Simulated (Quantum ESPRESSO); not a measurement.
Runs of Quantum ESPRESSO 7.5 on Ti. The cell holds a slab with vacuum, 6 atoms: a = 2.871 Å, b = 2.871 Å, c = 25.150 Å, α = 90.00°, β = 90.00°, γ = 90.00°. The slab is cut from a database's or a generator's crystal, which needn't be the stable form of the element.

| task | level | potentials or basis | cell | k mesh | cutoff (eV) | smearing | boundary across the vacuum | tefield | dipfield | emaxpos | eopreg | mesh quality | gap on the mesh (eV) | largest force (eV/Å) | work function (eV) |
| --- | --- | --- | --- | --- | --- | --- | --- | --- | --- | --- | --- | --- | --- | --- | --- |
| work function | PBE | PseudoDojo 0.4.1 SR PBE standard | as given | 9 × 9 × 1 | 1143 | fermi-dirac 0.05 eV | dipole | yes | yes | 0.9801 | 0.0398 | not flagged | none | 0.71 | 4.09 |
| work function | PBE | PseudoDojo 0.4.1 SR PBE standard | as given | 9 × 9 × 1 | 1143 | fermi-dirac 0.05 eV | esm | - | - | - | - | not flagged | none | 0.71 | 4.09 |
| projected density of states | PBEsol | GBRV 1.5 PBEsol | as given | 9 × 9 × 1 | 544 | cold 0.2 eV | none | - | - | - | - | not flagged | none | (a) | - |
| work function | PBE | PseudoDojo 0.4.1 SR PBE standard | as given | 9 × 9 × 1 | 1143 | fermi-dirac 0.05 eV | none | - | - | - | - | not flagged | none | 0.71 | 4.09 |
| relaxation of the atoms | RPBE | SG15 PBE 1.2 | atoms relaxed | 4 × 4 × 1 | 952 | fermi-dirac 0.1 eV | none | - | - | - | - | coarse | none | - | 4.03 |

Alike in all rows: no spin polarisation.

Q: Fill in the values left out.

A: (a) 0.70.

Caveats: some runs use coarse meshes; real space augmentation costs some meV and hundredths of eV per Å (some runs); the potentials were made for another functional, which shifts forces and pressure (some runs).

A gap of «none» marks a metal or a gap under the smearing width.
